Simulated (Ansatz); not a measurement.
# Dielectric function and optical constants of HfO2

Aim: the dielectric function of HfO2, and the optical constants that follow from it.

Method: DFT, PBE, plane-wave PAW, default files, scalar-relativistic, independent-particle optical response without local fields, in Ansatz 0.2.0.

This is a report of a sequence of runs, with most program output left out.

### 1. Set-up

Symmetry: Fm-3m, No. 225, cubic system. Conventional cell: a = 5.115 Å, b = 5.115 Å, c = 5.115 Å, α = 90.00°, β = 90.00°, γ = 90.00°. Nearest to Hf lie 8 O at 2.21 Å. Nearest to O lie 4 Hf at 2.21 Å. Farther neighbours and most contacts between anions are not listed.

### 2. Ground state and bands

The self-consistent density comes first; it also tells whether there is a gap, which decides the occupations and the need for a Drude term.

This step: DFT, PBE, plane-wave PAW, default files, scalar-relativistic, ground state (Ansatz 0.2.0).

The input, input.yaml:

```yaml
crystal:
  lattice:
    - [0.0, 2.5575, 2.5575]
    - [2.5575, 0.0, 2.5575]
    - [2.5575, 2.5575, 0.0]
  atoms:
    - { symbol: Hf, position: [0.0, 0.0, 0.0] }
    - { symbol: O, position: [0.75, 0.75, 0.75] }
    - { symbol: O, position: [0.25, 0.25, 0.25] }
kpoints:
  mp_grid: { grid: [8, 8, 8] }
  band_path:
    path:
      - [[0.0, 0.0, 0.0], [0.5, 0.0, 0.5], [0.5, 0.25, 0.75], [0.375, 0.375, 0.75], [0.0, 0.0, 0.0], [0.5, 0.5, 0.5], [0.625, 0.25, 0.625], [0.5, 0.25, 0.75], [0.5, 0.5, 0.5], [0.375, 0.375, 0.75]]
      - [[0.625, 0.25, 0.625], [0.5, 0.0, 0.5]]
    npoints: 6
scf:
  occupations: { method: fermi_dirac, width: 0.05 }
  n_extra_bands: 7
hamiltonian:
  xc: pbe
  pseudopotentials: { kind: paw }
output:
  forces: true
  stress: true
  populations: true
  write_bands: true
  write_density: true
  write_potential: true
  elf: true
  volumetric_format: npy
```

The run is started by

```sh
$ ansatz run input.yaml --threads 4 --pin off --max-ram 8192MiB --backend cpu --events-out ev --progress --plain --runs-dir out
```

Elapsed: 0.68 s, on 4 threads of Intel Xeon Platinum 8488C (Sapphire Rapids), shared host; peak memory 0.4 GiB; 2 s of CPU time.

Read-outs, printed or worked out from the files:

| Property | Result |
| --- | --- |
| free energy | -16861.4074 eV |
| Fermi energy | 17.39 eV |
| gap by band count | 3.720 eV |
| electrons | 38 |
| symmetry operations | 48 |
| pressure | -2.461 GPa |
| gap on the k-mesh | 3.720 eV |
| volume | 33.46 Å³ |
| gap on the path | 3.720 eV |
| least direct gap on the path | 3.720 eV |

There is a gap, 3.72 eV on the path, so no carriers' term is needed. The cell is left with a pressure of -2.5 GPa, as it stands unrelaxed at this level.

Electronic bands along the path, in eV, zero at the Fermi level; v1 is the highest filled band, c1 the lowest empty one:

| point | v4 | v3 | v2 | v1 | c1 | c2 | c3 | c4 |
| --- | --- | --- | --- | --- | --- | --- | --- | --- |
| Γ | -7.10 | -2.48 | -2.48 | -2.48 | 1.95 | 1.95 | 3.71 | 8.24 |
| halfway | -5.85 | -4.86 | -2.57 | -2.57 | 2.52 | 2.65 | 6.12 | 6.70 |
| X | -5.28 | -3.40 | -3.40 | -1.87 | 1.85 | 3.51 | 4.54 | 6.07 |
| halfway | -5.04 | -3.71 | -3.34 | -1.97 | 2.26 | 3.44 | 4.63 | 5.63 |
| W | -4.40 | -4.40 | -3.27 | -2.07 | 2.85 | 3.17 | 4.99 | 4.99 |
| halfway | -4.81 | -4.15 | -3.22 | -2.15 | 2.57 | 3.33 | 4.85 | 5.30 |
| K | -5.16 | -4.08 | -3.20 | -2.20 | 2.37 | 3.43 | 4.83 | 5.45 |
| halfway | -4.99 | -4.69 | -4.08 | -2.49 | 2.42 | 3.05 | 5.18 | 6.34 |
| Γ | -7.10 | -2.48 | -2.48 | -2.48 | 1.95 | 1.95 | 3.71 | 8.24 |
| halfway | -5.74 | -3.84 | -3.26 | -3.26 | 2.63 | 2.63 | 4.99 | 7.08 |
| L | -4.92 | -4.54 | -3.68 | -3.68 | 2.65 | 2.65 | 4.88 | 7.06 |
| halfway | -5.69 | -3.95 | -3.51 | -3.14 | 2.57 | 3.02 | 4.89 | 6.16 |
| U | -5.16 | -4.08 | -3.20 | -2.20 | 2.37 | 3.43 | 4.83 | 5.45 |
| halfway | -4.81 | -4.15 | -3.22 | -2.15 | 2.57 | 3.33 | 4.85 | 5.30 |
| W | -4.40 | -4.40 | -3.27 | -2.07 | 2.85 | 3.17 | 4.99 | 4.99 |
| halfway | -5.32 | -4.06 | -3.19 | -3.15 | 2.64 | 3.03 | 4.90 | 5.99 |
| L | -4.92 | -4.54 | -3.68 | -3.68 | 2.65 | 2.65 | 4.88 | 7.06 |
| halfway | -5.69 | -3.95 | -3.51 | -3.14 | 2.57 | 3.02 | 4.89 | 6.16 |
| K | -5.16 | -4.08 | -3.20 | -2.20 | 2.37 | 3.43 | 4.83 | 5.45 |
| jump to U | -5.16 | -4.08 | -3.20 | -2.20 | 2.37 | 3.43 | 4.83 | 5.45 |
| halfway | -5.26 | -3.59 | -3.35 | -1.94 | 2.06 | 3.48 | 4.59 | 5.82 |
| X | -5.28 | -3.40 | -3.40 | -1.87 | 1.85 | 3.51 | 4.54 | 6.07 |

ELF in the ac plane of a cell with a along [110], b along [-110] and c along [001] of the cube at fractional y = 0.000, with atoms of Hf and O within 0.2 Å of it. It is the smooth field of the valence electrons, not physical close to the nuclei.

Values, 8 rows by 16 columns, each cell a mean:
```
0.80 0.60 0.26 0.47 0.52 0.33 0.45 0.77 0.80 0.60 0.26 0.47 0.52 0.33 0.45 0.77
0.22 0.20 0.64 0.72 0.61 0.74 0.33 0.20 0.22 0.20 0.64 0.72 0.61 0.74 0.33 0.20
0.03 0.22 0.65 0.73 0.71 0.74 0.38 0.06 0.03 0.22 0.65 0.73 0.71 0.74 0.38 0.06
0.02 0.07 0.21 0.33 0.35 0.26 0.10 0.02 0.02 0.07 0.21 0.33 0.35 0.26 0.10 0.02
0.02 0.09 0.32 0.50 0.52 0.41 0.18 0.03 0.02 0.09 0.32 0.50 0.52 0.41 0.18 0.03
0.04 0.23 0.69 0.70 0.61 0.75 0.41 0.06 0.04 0.23 0.69 0.70 0.61 0.75 0.41 0.06
0.39 0.27 0.55 0.74 0.71 0.70 0.28 0.34 0.39 0.27 0.55 0.74 0.71 0.70 0.28 0.34
0.82 0.68 0.25 0.31 0.34 0.20 0.51 0.82 0.82 0.68 0.25 0.31 0.34 0.20 0.51 0.82
```

Electrostatic potential energy in the ac plane of a cell with a along [110], b along [-110] and c along [001] of the cube at fractional y = 0.000, with atoms of Hf and O within 0.2 Å of it. With pseudopotentials it is smooth inside the atoms' cores, unlike the true potential.

Ten even steps from '0' (-27 eV) to '9' (20 eV), each cell a mean:
```
10489986101048998610
12686677411268667741
57861038765786103876
89950028988995002898
99983259999998325999
99998899999999889999
99999999999999999999
99999999999999999999
99996689999999668999
99961039999996103999
78950028887895002888
35773258643577325864
01588887300158888730
10379985111037998511
```

### 3. Spectrum

With the density converged, the vertical transitions are summed over the zone.

This step: DFT, PBE, plane-wave PAW, default files, scalar-relativistic, independent-particle optical response without local fields (Ansatz 0.2.0).

input.yaml, the sections that differ from step 2:

```yaml
kpoints:
  mp_grid: { grid: [8, 8, 8] }
scf:
  occupations: { method: fixed }
output:
  optics:
    e_range: [0, 22]
    de: 0.05
    sigma: 0.2
    nscf_kmesh: { grid: [12, 12, 12] }
    bands: { spectra_wanted_up_to: 22 }
# crystal, hamiltonian: as in step 2
```

Wall time 5.7 s (4 threads); peak memory 0.9 GiB; 20 s of CPU time.

Numbers from this step:

```
electronic dielectric constant ε∞, mean over x, y and z (by symmetry where fewer were run) : 5.494
absorption onset, first axis (α over 10⁴ cm⁻¹, or the direct gap if that lies higher)      : 4.254 eV
main peak of Im epsilon, first axis                                                        : 9.068 eV
centre of weight of the strongest loss peak in the window                                  : 14.67 eV
least direct gap on the mesh                                                               : 3.720 eV
bands summed                                                                               : 41
spectra valid up to                                                                        : 34.04 eV
program's estimate of the k-sum error in Im epsilon                                        : 0.17 %
electrons in the f-sum                                                                     : 19.29
```

The Im ε, any direction by photon energy; read off at these points:

photon energy (eV), Im ε, any direction and a bar:
```
      3.0        0.0 
      4.0        0.0 
      5.0        4.0 ############
      5.2        4.3 #############
      6.0        3.6 ###########
      7.0        6.0 ##################
      8.0        9.4 ############################
      9.0       10.2 ##############################
     10.0        4.5 #############
     11.0        3.5 ##########
     12.0        2.5 #######
     13.0        1.1 ###
     14.0        1.4 ####
     15.0        0.9 ###
     16.0        1.0 ###
     17.0        0.9 ###
     17.8        1.9 ######
     18.0        1.3 ####
     19.0        0.9 ###
     20.0        1.7 #####
     21.0        2.5 #######
     22.0        1.9 ######
```

The Re ε, any direction by photon energy:

photon energy (eV), Re ε, any direction and a bar from the least value:
```
        0       5.49 #####################
        1       5.57 #####################
        2       5.80 ######################
        3       6.31 #######################
        4       7.57 ###########################
        5       8.77 ##############################
        6       7.86 ###########################
        7       7.47 ##########################
        8       4.36 ##################
        9       0.42 #######
       10      -2.02 
       11      -0.82 ###
       12      -1.91 
       13      -0.63 ####
       14       0.14 ######
       15       0.29 ######
       16       0.64 #######
       17       1.18 #########
       18       0.28 ######
       19       1.72 ##########
       20       1.42 ##########
       21       0.99 ########
       22       0.19 ######
```

The reflectivity at normal incidence, any direction has structure finer than the step of the table below, so its rows give means over 0.5 eV, whole bins alone (the curve runs from 0 to 22 eV). Peaks (eV: height): 9.40: 47.9, 12.10: 45.3, 17.90: 14.4.

Table of reflectivity at normal incidence, any direction by photon energy; means over each step:

photon energy (eV), reflectivity at normal incidence, any direction (%) and a bar:
```
      0.5       16.2 #########
      1.0       16.4 #########
      1.5       16.7 #########
      2.0       17.1 #########
      2.5       17.7 ##########
      3.0       18.5 ##########
      3.5       19.8 ###########
      4.0       21.9 #############
      4.5       25.9 ################
      5.0       27.0 ################
      5.5       24.3 ##############
      6.0       25.6 ###############
      6.5       28.4 #################
      7.0       29.3 ##################
      7.5       33.2 #####################
      8.0       35.4 ######################
      8.5       37.5 #######################
      9.0       42.4 ###########################
      9.5       47.1 ##############################
     10.0       41.9 ##########################
     10.5       35.1 ######################
     11.0       31.9 ####################
     11.5       36.7 #######################
     12.0       44.5 ############################
     12.5       40.6 ##########################
     13.0       30.8 ###################
     13.5       14.9 ########
     14.0       15.4 ########
     14.5       17.2 ##########
     15.0       11.0 #####
     15.5        9.5 ####
     16.0        6.8 ##
     16.5        4.7 #
     17.0        4.0 #
     17.5        8.2 ###
     18.0       11.6 ######
     18.5        3.2 
     19.0        4.1 #
     19.5        7.6 ###
     20.0        9.0 ####
     20.5       10.4 #####
     21.0       15.0 ########
     21.5       16.7 #########
```

Refractive index n and extinction k against photon energy:

| photon energy (eV) | n | k |
| --- | --- | --- |
| 0 | 2.34 | 0 |
| 1 | 2.36 | 0 |
| 2 | 2.41 | 0 |
| 3 | 2.51 | 0 |
| 4 | 2.75 | 0.00105 |
| 5 | 3.03 | 0.654 |
| 6 | 2.87 | 0.634 |
| 7 | 2.92 | 1.03 |
| 8 | 2.72 | 1.74 |
| 9 | 2.31 | 2.22 |
| 10 | 1.21 | 1.86 |
| 11 | 1.18 | 1.49 |
| 12 | 0.787 | 1.59 |
| 13 | 0.564 | 0.973 |
| 14 | 0.885 | 0.805 |
| 15 | 0.784 | 0.571 |
| 16 | 0.949 | 0.507 |
| 17 | 1.16 | 0.399 |
| 18 | 0.902 | 0.729 |
| 19 | 1.35 | 0.321 |
| 20 | 1.35 | 0.645 |
| 21 | 1.36 | 0.925 |
| 22 | 1.02 | 0.924 |

Values under 1 per cm are given as 1. The absorption coefficient, any direction by photon energy:

photon energy (eV), log10 absorption coefficient, any direction (1/cm) and a bar:
```
     0.00        0.0 
     1.00        0.0 
     2.00        0.0 
     3.00        0.0 
     4.00        2.6 ############
     5.00        5.5 ##########################
     6.00        5.6 ###########################
     7.00        5.9 ############################
     8.00        6.1 #############################
     9.00        6.3 ##############################
    10.00        6.3 ##############################
    11.00        6.2 ##############################
    12.00        6.3 ##############################
    13.00        6.1 #############################
    14.00        6.1 #############################
    15.00        5.9 ############################
    16.00        5.9 ############################
    17.00        5.8 ############################
    18.00        6.1 #############################
    19.00        5.8 ############################
    20.00        6.1 #############################
    21.00        6.3 ##############################
    22.00        6.3 ##############################
```

Optical constants at common wavelengths, from n + ik = √ε:

| wavelength (nm) | n | k | R (%) | 1/α |
| --- | --- | --- | --- | --- |
| 1550 | 2.35 | 0.000 | 16.3 | over 1 mm |
| 532 | 2.44 | 0.000 | 17.5 | over 1 mm |
| 450 | 2.48 | 0.000 | 18.1 | over 1 mm |
| 405 | 2.52 | 0.000 | 18.7 | over 1 mm |
| 365 | 2.58 | 0.000 | 19.5 | over 1 mm |
| 248 | 3.03 | 0.653 | 27.3 | 30 nm |
| 193 | 3.00 | 0.868 | 28.4 | 18 nm |

Rows near the edge hang on the gap, which this functional as a rule makes too small, and phonon-assisted absorption is left out.

Through 1 µm of it, D65 light comes out colourless, dimmed by reflection (x = 0.314, y = 0.331; 70 % transmitted).

The f-sum over the summed bands holds 19.3 of the cell's 38 electrons outside the frozen cores, 26 of which lie in bands more than 12 eV below the Fermi level, whose transitions come at higher energies. Up to 22 eV the strength has a mean oscillator energy of 9.8 eV, close to the main peak.

### 4. Static response with local fields

Perturbation theory gives the static response with local fields and the functional's kernel, and it needs no empty bands.

This step: DFT, PBE, plane-wave PAW, default files, scalar-relativistic, static field response by perturbation theory with local fields (Ansatz 0.2.0).

input.yaml, the sections that differ from step 3:

```yaml
dielectric: {}
# crystal, kpoints, scf, hamiltonian: as in step 3
# output: removed
```

Run time: 4 s. Hardware: 4 threads; peak memory 0.5 GiB; 13 s of CPU time.

Numbers from this step:

- electronic dielectric constant ε∞, mean over x, y and z (by symmetry where fewer were run): 5.311

ε∞ with local fields:

```
5.31 0.00 0.00
0.00 5.31 0.00
0.00 0.00 5.31
```

Diagonal elements. Born, by row:

| atom | Z*xx (e) | Z*yy (e) | Z*zz (e) |
| --- | --- | --- | --- |
| Hf1 | 5.54 | 5.54 | 5.54 |
| O2 | -2.77 | -2.77 | -2.77 |
| O3 | -2.77 | -2.77 | -2.77 |

Mean Born charges are Hf +5.54 and O -2.77, against formal valences of +4 and -2. That of Hf exceeds its valence by 38 %, the mark of charge moving along hybridised bonds as the atoms shift.

### 5. What came out

| Item | Value |
| --- | --- |
| gap on the path | 3.72 eV |
| least direct gap on the path | 3.72 eV |
| electronic dielectric constant ε∞, mean over x, y and z (by symmetry where fewer were run) (independent particles) | 5.49 |
| absorption onset, first axis (α over 10⁴ cm⁻¹, or the direct gap if that lies higher) | 4.25 eV |
| main peak of Im epsilon, first axis | 9.07 eV |
| centre of weight of the strongest loss peak in the window, first axis | 14.7 eV |
| electronic dielectric constant ε∞, mean over x, y and z (by symmetry where fewer were run) (static response with local fields) | 5.31 |

What this shows: At this level (PBE, independent particles) HfO2 has ε∞ = 5.49 (5.31 with local fields) and n = 2.35 at 1550 nm; absorption sets in near 4.3 eV, and Im ε peaks at 9.1 eV. The gap on the path is direct, 3.72 eV. The absorption coefficient passes 10⁴ cm⁻¹ only at 4.25 eV, 0.53 eV above the least direct gap: the lowest transitions are weak or forbidden for this polarisation, or few states take part. The strongest loss structure up to 22 eV has its centre of weight at 14.7 eV; a free-electron gas of the 19.3 electrons in the f-sum would put its plasmon at 28.2 eV. Distinct maxima of Im ε, read by a parabola through the highest points, lie at 5.17 eV (4.4), 9.07 eV (10), 11.44 eV (4.2) and 21.03 eV (2.5). The f-sum over the summed bands holds 19.3 of the cell's 38 electrons outside the frozen cores, 26 of which lie in bands more than 12 eV below the Fermi level, whose transitions come at higher energies. Up to 22 eV the strength has a mean oscillator energy of 9.8 eV, close to the main peak. Through 1 µm of it, D65 light comes out colourless, dimmed by reflection (x = 0.314, y = 0.331; 70 % transmitted). With local fields and the functional's kernel the static response is 5.31 against 5.49 for independent particles (-3 %). In the base spectrum excitons and phonon-assisted transitions are missing, and so are local fields; PBE gaps are as a rule too small, which pulls the onset down and ε∞ up. In the base run ε includes the program's bounded estimate of what the bands above those summed add. Spin-orbit coupling is left out although heavy atoms are present.

[Logs are printed without paths, hosts, clocks, repeated set-up lines and the standing remarks that a program may print on its own settings, such as how far it seeks lower states.]

[Hosts, paths, dates, database ids (printed as entryN), source tags and the programs' standing remarks are cut or masked in the printed files.]
